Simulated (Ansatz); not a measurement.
Input:

```
LaAlO3
1.0
    2.66474     1.53849     4.33420
   -2.66474     1.53849     4.33420
    0.00000    -3.07698     4.33420
La Al O
2 2 6
Cartesian
  0.00000   0.00000   3.25065
  0.00000   0.00000   9.75195
  0.00000   0.00000   0.00000
  0.00000   0.00000   6.50130
  0.16855   1.53849   7.58485
 -1.41664  -0.62328   7.58485
  1.24810  -0.91521   7.58485
 -0.16855  -1.53849   5.41775
  1.41664   0.62328   5.41775
 -1.24810   0.91521   5.41775
```

No spin polarisation.

Level of theory: Kohn–Sham DFT with the PBE functional, run in Ansatz (a first-principles code) with PAW and 420 eV plane waves, scalar-relativistic without spin-orbit coupling, earlier PAW set. k-mesh 8×8×8 (Γ-centred); smearing 0.05 eV (Fermi–Dirac).

Estimate the gap character.

Indirect, F → Γ.

What is the computed smallest direct gap?

4.00 eV.

What band gap does the calculation give?

3.97 eV.

What is the computed width of the top valence band?

0.52 eV.

Load acts through the strain it causes; cell and atoms are relaxed under it. No phonon test of stability was made. Competing high-pressure phases were not computed. The cell was made from LaAlO3 (space group R-3c, No. 167) by this change: pressure 9 GPa.
